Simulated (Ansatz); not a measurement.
# YN: the cost of one run

Method: DFT PBEsol, scalar-relativistic, plane waves, PAW, in Ansatz 0.2.0.

1 further run of the same task is left out (set aside as unsound or not needed).

## (1) The system as given

Symmetry: Fm-3m, No. 225, cubic system. The conventional cell has a = 4.877 Å, b = 4.877 Å, c = 4.877 Å, α = 90.00°, β = 90.00°, γ = 90.00°. Around Y (site symmetry m-3m) lie 6 N at 2.44 Å. Around N (site symmetry m-3m) lie 6 Y at 2.44 Å.

Coordinates:

```xyz
2
Lattice="0.0000 2.4385 2.4385 2.4385 0.0000 2.4385 2.4385 2.4385 0.0000" Properties=species:S:1:pos:R:3 pbc="T T T"
Y     0.0000    0.0000    0.0000
N     2.4385    2.4385    2.4385
```

The structure comes from the Crystallography Open Database.

## (2) A distortion that keeps the symmetry

Against the listed cell: strain xx, yy, zz, yz, xz, xy = -1.4, -1.4, -1.4, +0.0, +0.0, +0.0 %.

input.yaml reads:

```yaml
crystal:
  lattice:
    - [0.0, 2.404531695, 2.404531695]
    - [2.404531695, 0.0, 2.404531695]
    - [2.404531695, 2.404531695, 0.0]
  atoms:
    - { symbol: "Y", position: [0.0, 0.0, 0.0] }
    - { symbol: "N", position: [0.5, 0.5, 0.5] }
basis:
  ecutwfc: 420
kpoints:
  mp_grid: { grid: [12, 12, 12] }
hamiltonian:
  xc: pbesol
scf:
  occupations: { method: gaussian, width: 0.05 }
output:
  forces: true
  stress: true
  eigenvalues: true
```

Q: Estimate wall time and peak memory on 1 thread of an Arm CPU, shared host.

About 1.3 s, with a peak of 0.34 GiB.
